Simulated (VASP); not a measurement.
# Si2W (I4/mmm) in VASP: a series of runs

The runs below take Si2W through relaxation of cell and atoms, vibrations by finite differences, with PBE.

All numbers are computed with VASP 6.6.1; they aren't measurements. Logs are shortened: lines on timing, memory, paths and dates and some standing lists are left out, and cuts for length are marked.

### Step 1. The crystal as given

Symmetry: I4/mmm, No. 139, tetragonal system. Conventional cell: a = 3.214 Å, b = 3.214 Å, c = 7.830 Å, α = 90.00°, β = 90.00°, γ = 90.00°. Si (site symmetry 4mm) is surrounded by 5 Si at 2.59 to 2.63 Å and 5 W at 2.62 Å. W (site symmetry 4/mmm) has 10 Si at 2.62 Å as nearest neighbours.

### Step 2. Relaxation of cell and atoms, PBE

INCAR

```
PREC = Accurate
ENCUT = 520
EDIFF = 1E-7
ISMEAR = 0
SIGMA = 0.1
LREAL = False
LASPH = True
NELM = 60
ALGO = Normal
ISIF = 3
LWAVE = False
LCHARG = False
GGA = PE
IBRION = 2
NSW = 80
EDIFFG = -0.002
KPAR = 4
```

KPOINTS

```
regular mesh
0
Gamma
  6 6 6
```

POSCAR

```
Si2W
1.0
   -1.6069000000      1.6069000000      3.9149500000
    1.6069000000     -1.6069000000      3.9149500000
    1.6069000000      1.6069000000     -3.9149500000
Si W
2 1
Direct
    0.3347000000      0.3347000000      0.0000000000
    0.6653000000      0.6653000000      0.0000000000
    0.0000000000      0.0000000000      0.0000000000
```

Potentials or basis: VASP PAW PBE potentials, release 64 (Si, W_sv).

Command:

```bash
$ cat potpaw_PBE.64/Si/POTCAR potpaw_PBE.64/W_sv/POTCAR > POTCAR
$ mpirun -np 4 vasp_std > vasp.out
```

OUTCAR:

```text
PREC = Accurate
   ENCUT = 520
   EDIFF = 1E-7
   ISMEAR = 0
   LREAL = False
   LASPH = True
   NELM = 60
   ISIF = 3
   GGA = PE
   IBRION = 2
   NSW = 80
   EDIFFG = -0.002

 ion  position               nearest neighbor table
   1  0.335  0.335  0.000-   2 2.59   3 2.62   3 2.62   3 2.62   3 2.62   3 2.62   2 2.63   2 2.63
                             2 2.63   2 2.63
   2  0.665  0.665  0.000-   1 2.59   3 2.62   3 2.62   3 2.62   3 2.62   3 2.62   1 2.63   1 2.63
                             1 2.63   1 2.63
   3  0.000  0.000  0.000-   2 2.62   2 2.62   2 2.62   1 2.62   2 2.62   1 2.62   1 2.62   1 2.62
                             1 2.62   2 2.62

  LATTYP: Found a body centered tetragonal cell.
 ALAT       =     3.2138000000
 C/A-ratio  =     2.4363370465

  Lattice vectors:

 A1 = (  -1.6069000000,   1.6069000000,   3.9149500000)
 A2 = (   1.6069000000,  -1.6069000000,   3.9149500000)
 A3 = (   1.6069000000,   1.6069000000,  -3.9149500000)

Analysis of symmetry for initial positions (statically):
=====================================================================
 Subroutine PRICEL returns:
 Original cell was already a primitive cell.

 Routine SETGRP: Setting up the symmetry group for a
 body centered tetragonal supercell.

 Subroutine GETGRP returns: Found 16 space group operations
 (whereof 16 operations were pure point group operations)
 out of a pool of 16 trial point group operations.

The static configuration has the point symmetry D_4h.

Analysis of symmetry for dynamics (positions and initial velocities):
=====================================================================
 Subroutine PRICEL returns:
 Original cell was already a primitive cell.

 Routine SETGRP: Setting up the symmetry group for a
 body centered tetragonal supercell.

 Subroutine GETGRP returns: Found 16 space group operations
 (whereof 16 operations were pure point group operations)
 out of a pool of 16 trial point group operations.

The dynamic configuration has the point symmetry D_4h.

 Subroutine INISYM returns: Found 16 space group operations
 (whereof 16 operations are pure point group operations),
 and found     1 'primitive' translations

----------------------------------------------------------------------------------------

                                     Primitive cell

  volume of cell :      40.4356

  direct lattice vectors                    reciprocal lattice vectors
    -1.606900000  1.606900000  3.914950000     0.000000000  0.311158131  0.127715552
     1.606900000 -1.606900000  3.914950000     0.311158131  0.000000000  0.127715552
     1.606900000  1.606900000 -3.914950000     0.311158131  0.311158131  0.000000000

  length of vectors
     4.526708376  4.526708376  4.526708376     0.336348992  0.336348992  0.440044048

  position of ions in fractional coordinates (direct lattice)
     0.334700000  0.334700000  0.000000000
     0.665300000  0.665300000  0.000000000
     0.000000000  0.000000000  0.000000000

  ion indices of the primitive-cell ions
   primitive index   ion index
                 1           1
                 2           2
                 3           3

----------------------------------------------------------------------------------------

 KPOINTS: regular mesh

Automatic generation of k-mesh.
 Grid dimensions read from file:
 generate k-points for:    6    6    6

 Generating k-lattice:

  Cartesian coordinates                     Fractional coordinates (reciprocal lattice)
     0.000000000  0.051859688  0.021285925     0.166666667  0.000000000  0.000000000
     0.051859688  0.000000000  0.021285925     0.000000000  0.166666667  0.000000000
     0.051859688  0.051859688  0.000000000     0.000000000  0.000000000  0.166666667

  Length of vectors
     0.056058165  0.056058165  0.073340675

  Shift w.r.t. Gamma in fractional coordinates (k-lattice)
     0.000000000  0.000000000  0.000000000

 Subroutine IBZKPT returns following result:
 ===========================================

 Found     30 irreducible k-points:

 Following reciprocal coordinates:
            Coordinates               Weight
  0.000000  0.000000  0.000000      1.000000
  0.166667 -0.000000  0.000000      8.000000
  0.333333  0.000000  0.000000      8.000000
  0.500000  0.000000  0.000000      4.000000
  0.166667  0.166667  0.000000      8.000000
  0.333333  0.166667  0.000000     16.000000
[... 16 lines left out ...]
 -0.333333 -0.333333  0.166667      8.000000
 -0.166667 -0.333333  0.166667      8.000000
 [... further k-points ...]
   k-points           NKPTS =     30   k-points in BZ     NKDIM =     30   number of bands    NBANDS=     15
   number of dos      NEDOS =    301   number of ions     NIONS =      3
   total plane-waves  NPLWV =  46656
   dimension x,y,z NGX =    36 NGY =   36 NGZ =   36
   dimension x,y,z NGXF=    72 NGYF=   72 NGZF=   72
   ions per type =               2   1
   NGX,Y,Z   is equivalent  to a cutoff of  13.22, 13.22, 13.22 a.u.
   NGXF,Y,Z  is equivalent  to a cutoff of  26.44, 26.44, 26.44 a.u.
 SYSTEM =  unknown system
   PREC   = accura    normal or accurate (medium, high low for compatibility)
   ISTART =      0    job   : 0-new  1-cont  2-samecut
   ICHARG =      2    charge: 1-file 2-atom 10-const
   ISPIN  =      1    spin polarized calculation?
   LNONCOLLINEAR =      F non collinear calculations
   LSORBIT =      F    spin-orbit coupling
   LASPH  =      T    aspherical Exc in radial PAW
   ENCUT  =  520.0 eV  38.22 Ry    6.18 a.u.   8.42  8.42  8.42*2*pi/ulx,y,z
   NELM   =     60;   NELMIN=  2; NELMDL= -5     # of ELM steps
   EDIFF  = 0.1E-06   stopping-criterion for ELM
   LREAL  =      F    real-space projection
   EDIFFG = -.2E-02   stopping-criterion for IOM
   NSW    =     80    number of steps for IOM
   IBRION =      2    ionic relax: 0-MD 1-quasi-New 2-CG
   NFREE  =      1    steps in history (QN), initial steepest desc. (CG)
   ISIF   =      3    stress and relaxation
   ISYM   =      2    0-nonsym 1-usesym 2-fastsym
   POTIM  = 0.5000    time-step for ionic-motion
   TEBEG  =    0.0;   TEEND  =   0.0 temperature during run
   PSTRESS=    0.0 pullay stress
   NELECT =      22.0000    total number of electrons
   NUPDOWN=      -1.0000    fix difference up-down
   EMIN   =  10.00;   EMAX   =-10.00  energy-range for DOS
   EFERMI =   0.00;   METHOD = LEGACY
   ISMEAR =     0;   SIGMA  =   0.10  broadening in eV -4-tet -1-fermi 0-gaus
   EFERMI_NEDOS =   21; number of points for ismear=-14 and -15
   IALGO  =     38    algorithm
   IMIX   =      4    mixing-type and parameters
     AMIX     =   0.40;   BMIX     =  1.00
     AMIX_MAG =   1.60;   BMIX_MAG =  1.00
  volume/ion in A,a.u.               =      13.48        90.96
  Fermi-wavevector in a.u.,A,eV,Ry     =   1.336476  2.525573 24.302284  1.786167
  Thomas-Fermi vector in A             =   2.465099
   LORBIT       =      0    0 simple, 1 ext, 2 COOP (PROOUT), +10 PAW based schemes
   GGA     = PE    functional components
   LHFCALC =     F    Hartree Fock is set to
   AEXX    =    0.0000 exact exchange contribution
   IVDW    =     0    specifies the selected vdW correction
   LEPSILON=     F    determine dielectric tensor
   LRPA    =     F    only Hartree local field effects (RPA)
 conjugate gradient relaxation of ions
 non-spin polarized calculation
 Gauss-broadening in eV      SIGMA  =   0.10
  energy-cutoff  :      520.00
  volume of cell :       40.44
 maximum number of plane-waves:      1118
 NGX is ok and might be reduce to    36
   NGX = 17   NGY = 17   NGZ = 17

--------------------------------------- Ionic step        1  -------------------------------------------

 number of electron      21.9999999 magnetization

 Free energy of the ion-electron system (eV)
  ---------------------------------------------------
  ext. energy  EPLUGINS =         0.00000000
  ---------------------------------------------------
  free energy    TOTEN  =       -24.81386975 eV

  energy without entropy =      -24.81375650  energy(sigma->0) =      -24.81381313

------------------------ aborting loop because EDIFF is reached ----------------------------------------

  FORCE on cell =-STRESS in cart. coord.  units (eV):
  Direction    XX          YY          ZZ          XY          YZ          ZX
  --------------------------------------------------------------------------------------
  -------------------------------------------------------------------------------------
  Total        0.8029703      0.8029703      0.8699033      0.0000000      0.0000000      0.0000000
  in kB       31.8160432     31.8160432     34.4681256      0.0000000      0.0000000      0.0000000
  external PRESSURE =      32.7000707 kB  Pullay stress =       0.0000000 kB
[... 92 lines left out ...]
  FREE ENERGIE OF THE ION-ELECTRON SYSTEM (eV)
  ---------------------------------------------------
  free  energy   TOTEN  =       -24.8197382256 eV

  energy  without entropy=      -24.8195909941  energy(sigma->0) =      -24.81966461

[... ionic steps 4 to 7 ...]

--------------------------------------- Ionic step        8  -------------------------------------------

 number of electron      22.0000000 magnetization

------------------------ aborting loop because EDIFF is reached ----------------------------------------
[... 69 lines left out ...]
--------------------------------------- Ionic step       10  -------------------------------------------

 number of electron      22.0000000 magnetization

 Free energy of the ion-electron system (eV)
  ---------------------------------------------------
  ext. energy  EPLUGINS =         0.00000000
  ---------------------------------------------------
  free energy    TOTEN  =       -24.81976756 eV

  energy without entropy =      -24.81962345  energy(sigma->0) =      -24.81969551

 E-fermi :  11.7500     XC(G=0): -12.4609

 val. band max:       11.5745573995   @ k =  -0.3333   0.3333   0.3333
 cond. band min:      11.9334353001   @ k =  -0.3333   0.5000   0.3333
 fundamental gap:      0.3588779006
 Fermi energy:        11.7500217331

 k-point     1 :       0.0000    0.0000    0.0000
  band No.  band energies     occupation
      1     -62.1231      2.00000
      2     -26.3764      2.00000
      3     -26.3539      2.00000
      4     -26.3539      2.00000
      5      -2.2046      2.00000
      6       5.0009      2.00000
      7       8.0026      2.00000
      8       8.5155      2.00000
      9       8.9471      2.00000
     10       8.9471      2.00000
     11      12.3648      0.00000
     12      14.3977      0.00000
     13      14.7336      0.00000
     14      14.7914      0.00000
[... 401 lines left out ...]
      2     -26.4062      2.00000
      3     -26.3784      2.00000
      4     -26.3497      2.00000
      5      -1.0993      2.00000
      6       3.3631      2.00000
      7       7.2874      2.00000
      8       8.9075      2.00000
      9       9.2743      2.00000
     10       9.6311      2.00000
     11      11.2057      2.00000
     12      12.8202      0.00000
     13      14.0739      0.00000
     14      14.5058      0.00000
     15      16.0652      0.00000

 [... further k-points ...]

------------------------ aborting loop because EDIFF is reached ----------------------------------------

  FORCE on cell =-STRESS in cart. coord.  units (eV):
  Direction    XX          YY          ZZ          XY          YZ          ZX
  --------------------------------------------------------------------------------------
  -------------------------------------------------------------------------------------
  Total       -0.0036311     -0.0036311     -0.0026345      0.0000000     -0.0000000      0.0000000
  in kB       -0.1418437     -0.1418437     -0.1029120      0.0000000     -0.0000000      0.0000000
  external PRESSURE =      -0.1288664 kB  Pullay stress =       0.0000000 kB
[... 18 lines left out ...]
  FREE ENERGIE OF THE ION-ELECTRON SYSTEM (eV)
  ---------------------------------------------------
  free  energy   TOTEN  =       -24.8197675601 eV

  energy  without entropy=      -24.8196234528  energy(sigma->0) =      -24.81969551

 reached required accuracy - stopping structural energy minimisation
```

It took 92 s on 4 MPI ranks of Intel Xeon Platinum 8259CL at 2.50GHz (Skylake/Cascade Lake), shared host; peak memory 0.21 GiB.

Results:

```
Free energy                            : -24.8198 eV
Relaxed volume                         : 13.67 Å³/atom
Relaxed cell                           : a = 4.547 Å, b = 4.547 Å, c = 4.547 Å, α = 138.40°, β = 138.40°, γ = 60.29°
Space group after relaxing (to 0.05 Å) : I4/mmm (No. 139)
Energy gained by relaxing              : 2.0 meV/atom
Ionic steps                            : 10
Pressure after relaxing                : 0.0 GPa
Band gap on the k mesh                 : none (metal or under the smearing width)
```

The path:
| step | energy change (eV) | largest force (eV/Å) | pressure (GPa) | volume (Å³) |
| --- | --- | --- | --- | --- |
| 1 | 0.0000 | 0.0779 | 3.27 | 40.44 |
| 2 | 0.0127 | 0.1022 | -5.40 | 42.07 |
| 3 | -0.0059 | 0.0100 | -0.02 | 41.01 |
| 4 | -0.0059 | 0.0113 | 0.05 | 41.00 |
| 5 | -0.0059 | 0.0032 | 0.04 | 41.00 |
| 6 | -0.0059 | 0.0055 | 0.04 | 41.00 |
| 7 | -0.0059 | 0.0006 | -0.06 | 41.02 |
| 8 | -0.0059 | 0.0029 | 0.00 | 41.01 |
| 9 | -0.0059 | 0.0023 | 0.00 | 41.01 |
| 10 | -0.0059 | 0.0019 | -0.01 | 41.01 |

Final structure:
```
Si W
1.0
    -1.61478    1.61478    3.93235
     1.61478   -1.61478    3.93235
     1.61478    1.61478   -3.93235
Si W
2 1
Direct
  0.33447 0.33447 0.00000
  0.66553 0.66553 0.00000
  0.00000 0.00000 0.00000
```

Caveat: the k mesh is coarse (spacing up to 0.46 Å⁻¹), so the values aren't converged. Zero-point motion and thermal expansion aren't in these numbers.

### Step 3. Relaxation of cell and atoms, PBE

This run uses another cell than the first one, of 13.67 Å³/atom, 1.014 times its volume.

INCAR is that of step 2.

KPOINTS is that of step 2.

POSCAR

```
Si2W                                    
1.0
   -1.6147793768      1.6147793768      3.9323450731
    1.6147793768     -1.6147793768      3.9323450731
    1.6147793768      1.6147793768     -3.9323450731
  Si              W             
     2     1
Direct
     0.3344703788166158    0.3344703788166158    0.0000000000000000
     0.6655296211833841    0.6655296211833841    0.0000000000000000
     0.0000000000000000    0.0000000000000000    0.0000000000000000
```

Potentials or basis: VASP PAW PBE potentials, release 64 (Si, W_sv).

Command:

```bash
$ cat potpaw_PBE.64/Si/POTCAR potpaw_PBE.64/W_sv/POTCAR > POTCAR
$ mpirun -np 4 vasp_std > vasp.out
```

Wall time 18 s (4 MPI ranks of Intel Xeon Platinum 8259CL at 2.50GHz (Skylake/Cascade Lake), shared host); peak memory 0.21 GiB.

The run converged. Its results:

- Free energy: -24.8199 eV
- Pressure after relaxing: 0.0 GPa
- Band gap on the k mesh: none (metal or under the smearing width)

Final structure:
```xyz
3
Lattice="-1.6148 1.6148 3.9323 1.6148 -1.6148 3.9323 1.6148 1.6148 -3.9323" Properties=species:S:1:pos:R:3 pbc="T T T"
Si    0.0000    0.0000    2.6305
Si    0.0000    0.0000    5.2342
W     0.0000    0.0000    0.0000
```

Levels at points of the mesh, in eV from the Fermi level:
| k point | band 9 | band 10 | band 11 | band 12 | band 13 | band 14 |
| --- | --- | --- | --- | --- | --- | --- |
| (0.00, 0.00, 0.00) | -2.80 | -2.80 | 0.61 | 2.65 | 2.98 | 3.04 |
| (0.50, 0.00, 0.00) | -2.74 | -2.71 | -0.41 | 2.66 | 2.75 | 3.92 |
| (0.50, 0.50, 0.00) | -4.96 | -3.18 | -1.74 | 2.74 | 2.92 | 3.07 |
| (0.50, 0.50, 0.50) | -0.85 | -0.85 | -0.48 | -0.48 | 0.79 | 4.45 |

Caveat: the k mesh is coarse (spacing up to 0.46 Å⁻¹), so the values aren't converged; the relaxation stopped at its first step, so nothing moved.

### Step 4. Vibrations by finite differences, PBE

This run uses another cell than the first one, of 13.67 Å³/atom, 1.014 times its volume.

INCAR

```
PREC     = Accurate       # precision mode
ENCUT    = 520            # plane-wave cutoff, eV
EDIFF    = 1E-8           # SCF threshold, eV
ISMEAR   = 0              # smearing method
SIGMA    = 0.1            # smearing width, eV
LREAL    = F              # projectors in reciprocal space
LASPH    = T              # aspherical terms in the spheres
NELM     = 60             # most SCF steps
ALGO     = Normal         # electronic algorithm
ISIF     = 3              # what is computed and relaxed
LWAVE    = F              # write WAVECAR
LCHARG   = F              # write CHGCAR
GGA      = PE             # functional
IBRION   = 6              # ionic algorithm
NFREE    = 2            
POTIM    = 0.015          # step
NSW      = 1              # ionic steps
KPAR     = 4
```

KPOINTS is that of step 3.

POSCAR

```
Si2W                                    
1.0
   -1.6147793768      1.6147793768      3.9323450731
    1.6147793768     -1.6147793768      3.9323450731
    1.6147793768      1.6147793768     -3.9323450731
  Si              W             
     2     1
Direct
     0.3344703788166186    0.3344703788166186    0.0000000000000000
     0.6655296211833814    0.6655296211833814    0.0000000000000000
     0.0000000000000000    0.0000000000000000    0.0000000000000000
```

Command:

```bash
$ cat potpaw_PBE.64/Si/POTCAR potpaw_PBE.64/W_sv/POTCAR > POTCAR
$ mpirun -np 4 vasp_std > vasp.out
```

Wall time 5.7 min (4 MPI ranks of Intel Xeon Platinum 8259CL at 2.50GHz (Skylake/Cascade Lake), shared host); peak memory 0.26 GiB.

The run converged. Its results:

| Property | Result |
| --- | --- |
| Voigt bulk modulus | 220 GPa |
| Highest phonon frequency at Γ | 447 cm⁻¹ |

Phonon frequencies in cm⁻¹ (negative: imaginary):
| q point | frequencies |
| --- | --- |
| (0.000, 0.000, 0.000) | 0 0 0 253 253 299 331 331 447 |

Elastic tensor in Voigt notation (GPa, in the Cartesian axes of the cell as first typed):
```
437 103  90   0   0   0
103 437  90   0   0   0
 90  90 539   0   0   0
  0   0   0 201   0   0
  0   0   0   0 201   0
  0   0   0   0   0 205
```

Clamped-ion elastic tensor (GPa):
```
439 105  93   0   0   0
105 439  93   0   0   0
 93  93 543   0   0   0
  0   0   0 202   0   0
  0   0   0   0 202   0
  0   0   0   0   0 205
```

Caveat: the k mesh is coarse (spacing up to 0.46 Å⁻¹), so the values aren't converged; elastic constants of metals need much finer meshes, so these are rough. Spin-orbit coupling is left out, which matters for the levels of W.
